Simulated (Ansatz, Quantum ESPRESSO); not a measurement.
# Band line-up of the GaAs/MgS(110) superlattice, 5 + 5 layers, a = 5.61 Å, part 7 of 7

Wanted: the band alignment of the GaAs/MgS(110) superlattice, 5 + 5 layers, a = 5.61 Å.

Quantum ESPRESSO 7.5; plane-wave DFT, LDA, GBRV ultrasoft pseudopotentials; cross-check by Ansatz 0.2.0 with PAW datasets.

So far. Step 11 (Self-consistent run of the superlattice): The run needed 20 iterations to bring the estimated error under 1e-07 Ry; the largest force on any atom, held or free, is 0.70 eV/Å. Step 14 (Projected density of states): The atomic orbitals miss 0.4 % of the occupied states; for empty states the projections can miss much more.

### Step 19. SCF with pw.x of bulk MgS, with mixing_mode = TF, electron_maxstep = 100 and conv_thr = 0.0001

How much does a setting matter? One run is repeated with a change.

Level of this step: plane-wave DFT, LDA, GBRV ultrasoft pseudopotentials (Quantum ESPRESSO 7.5).

Contents of b.w0.in:

```
&control
  prefix = 'b.w0'
  outdir = './out'
  pseudo_dir = './pseudo'
  calculation = 'scf'
  tprnfor = .true.
/
&system
  ibrav = 0
  nat = 4
  ntyp = 2
  ecutwfc = 40
  ecutrho = 200
  occupations = 'smearing'
  smearing = 'fd'
  degauss = 0.002
/
&electrons
  conv_thr = 0.0001
  mixing_beta = 0.5
  electron_maxstep = 100
  mixing_mode = 'TF'
/
ATOMIC_SPECIES
  Mg  24.3050  mg_lda_v1.4.uspp.F.UPF
  S   32.0600  s_lda_v1.4.uspp.F.UPF
CELL_PARAMETERS angstrom
  5.61000000000000 0.00000000000000 0.00000000000000
  0.00000000000000 3.96686904245653 0.00000000000000
  0.00000000000000 0.00000000000000 3.96686904245653
ATOMIC_POSITIONS crystal
  Mg  0.000000000000 0.000000000000 0.000000000000
  S   0.250000000000 0.500000000000 0.000000000000
  Mg  0.500000000000 0.500000000000 0.500000000000
  S   0.750000000000 0.000000000000 0.500000000000
K_POINTS automatic
  6 8 8 0 0 0
```

Run with:

```console
$ OMP_NUM_THREADS=1 mpirun -n 4 pw.x -nk 4 -in b.w0.in > b.w0.out
```

Output:

```text
[banner, memory and clock lines left out]
Program PWSCF v.7.5 starts
[citation notice left out]

[...]
Message from routine setup:
[...]
bravais-lattice index     =            0
     lattice parameter (alat)  =      10.6014  a.u.
     unit-cell volume          =     595.7378 (a.u.)^3
     number of atoms/cell      =            4
     number of atomic types    =            2
     number of electrons       =        32.00
     number of Kohn-Sham states=           20
     kinetic-energy cutoff     =      40.0000  Ry
     charge density cutoff     =     200.0000  Ry
     scf convergence threshold =      1.0E-04
     mixing beta               =       0.5000
     number of iterations used =            8  TF        mixing
     Exchange-correlation=  SLA  PZ   NOGX NOGC
                           (   1   1   0   0   0   0   0)

[...]
PseudoPot. # 1 for Mg read from file:
     ./pseudo/mg_lda_v1.4.uspp.F.UPF
     Pseudo is Ultrasoft, Zval = 10.0
     Generated by new atomic code, or converted to UPF format
     Using radial grid of  821 points,  7 beta functions with:
                l(1) =   0
                l(2) =   0
                l(3) =   0
                l(4) =   1
                l(5) =   1
                l(6) =   2
                l(7) =   2
     Q(r) pseudized with  8 coefficients,  rinner =    1.200   1.200   1.200
                                                       1.200   1.200

     PseudoPot. # 2 for S  read from file:
     ./pseudo/s_lda_v1.4.uspp.F.UPF
     Pseudo is Ultrasoft + core correction, Zval =  6.0
     Generated by new atomic code, or converted to UPF format
     Using radial grid of  907 points,  6 beta functions with:
                l(1) =   0
                l(2) =   0
                l(3) =   1
                l(4) =   1
                l(5) =   2
                l(6) =   2
     Q(r) pseudized with  8 coefficients,  rinner =    1.300   1.300   1.300
                                                       1.300   1.300

     atomic species   valence    mass     pseudopotential
     Mg               10.00    24.30500     Mg( 1.00)
     S                 6.00    32.06000     S ( 1.00)

      8 Sym. Ops. (no inversion) found

[...]
number of k points=    60  Fermi-Dirac smearing, width (Ry)=  0.0020
[...]
Dense  grid:    28491 G-vectors     FFT dimensions: (  48,  36,  36)

     Smooth grid:    20271 G-vectors     FFT dimensions: (  45,  32,  32)

     Initial potential from superposition of free atoms

     starting charge      31.3995, renormalised to      32.0000
     Starting wfcs are   18 randomized atomic wfcs +    2 random wfcs

     per-process dynamical memory:    43.9 Mb

     Self-consistent Calculation

     iteration #  1     ecut=    40.00 Ry     beta= 0.50
     Davidson diagonalization with overlap
     ethr =  1.00E-02,  avg # of iterations =  6.8

     total energy              =    -298.74474300 Ry
     estimated scf accuracy    <       0.35944067 Ry

     iteration #  2     ecut=    40.00 Ry     beta= 0.50
[...]
total energy              =    -298.71050271 Ry
     estimated scf accuracy    <       0.10508722 Ry

     iteration #  3     ecut=    40.00 Ry     beta= 0.50
[...]
total energy              =    -298.72454054 Ry
     estimated scf accuracy    <       0.00950491 Ry

     iteration #  4     ecut=    40.00 Ry     beta= 0.50
[...]
total energy              =    -298.72587427 Ry
     estimated scf accuracy    <       0.00084413 Ry

     iteration #  5     ecut=    40.00 Ry     beta= 0.50
[...]
End of self-consistent calculation

          k = 0.0000 0.0000 0.0000 (  2509 PWs)   bands (ev):

   -69.9781 -69.9778 -37.4189 -37.4169 -37.4169 -37.4158 -37.4157 -37.4157
    -8.3311  -7.3463   0.0582   1.9302   1.9302   3.0141   3.0141   3.0143
     6.3433   6.6618   8.4855  10.8407

          k = 0.0000 0.0000 0.1768 (  2545 PWs)   bands (ev):

   -69.9781 -69.9778 -37.4187 -37.4171 -37.4168 -37.4160 -37.4159 -37.4157
    -8.2673  -7.3450   0.1539   1.6020   1.9910   2.5293   2.9090   3.0050
     6.8493   6.9974   8.8835  10.6608

[...]
the Fermi energy is     4.8232 ev

!    total energy              =    -298.72603620 Ry
     estimated scf accuracy    <       0.00009166 Ry
     smearing contrib. (-TS)   =       0.00000000 Ry
     internal energy E=F+TS    =    -298.72603620 Ry

     The total energy is F=E-TS. E is the sum of the following terms:
     one-electron contribution =    -227.62242771 Ry
     hartree contribution      =     114.56457369 Ry
     xc contribution           =     -49.87931794 Ry
     ewald contribution        =    -135.78886425 Ry

     convergence has been achieved in   5 iterations

     Forces acting on atoms (cartesian axes, Ry/au):

     atom    1 type  1   force =     0.00000000    0.00000000    0.00000000
     atom    2 type  2   force =    -0.00000432    0.00000000    0.00000000
     atom    3 type  1   force =     0.00000000    0.00000000    0.00000000
     atom    4 type  2   force =     0.00000432    0.00000000    0.00000000

     Total force =     0.000006     Total SCF correction =     0.000162
     SCF correction compared to forces is large: reduce conv_thr to get better values

[...]
```

Run time: 8.8 s. Hardware: 4 MPI ranks of Intel Xeon 6975P-C (Granite Rapids), shared host; peak memory 0.41 GiB.

The changed values were drawn from a wide range, not chosen for quality; the comparison shows what they did here together.

Beside the run it was changed from:

```tsv
quantity	this run	unchanged run	difference
free energy (eV)	-4064.375	-4064.375	3.2e-4
wall time (s)	8.8	13	
SCF iterations	5	8
```

The free energy moves by +0.08 meV an atom.

Of the changes, the loose conv_thr is the one that can move converged levels.

### Step 20. Results

* valence top of MgS less that of GaAs: -2.13 eV
* conduction bottom of MgS less that of GaAs: 0.73 eV
* gap of bulk GaAs along the path: 0.46 eV
* gap of bulk MgS along the path: 3.32 eV

The valence top of MgS lies 2.13 eV below that of GaAs, and its conduction bottom 0.73 eV above (LDA, GBRV ultrasoft). At this level the alignment is straddling (type I): one gap lies inside the other. The conduction bottom lies at Γ in GaAs and at Γ in MgS. The atoms are held on ideal sites, so the interface is not relaxed. The thickness of the layers was not varied. Both crystals are held cubic at a = 5.61 Å, a typed value between or near their lattice constants, which no run here tested; a real film grown on one of them would be clamped in the plane and relax along the normal. Semilocal gaps are too small and can put the valleys in the wrong order, which spoils the conduction offset more than the valence offset. Spin-orbit coupling is left out; depending on the atoms that carry the levels of interest, it can split and shift them by tens to hundreds of meV.

[Logs are printed without paths, hosts, clocks, repeated set-up lines and the standing remarks that a program may print on its own settings, such as how far it seeks lower states.]

[Hosts, paths, dates, database ids (printed as entryN), source tags and the programs' standing remarks are cut or masked in the printed files.]

[Maps of the electrostatic potential energy from Ansatz leave out the sawtooth potential of an applied field or a dipole correction, so their vacuum need not be flat; planar profiles and work functions include it.]
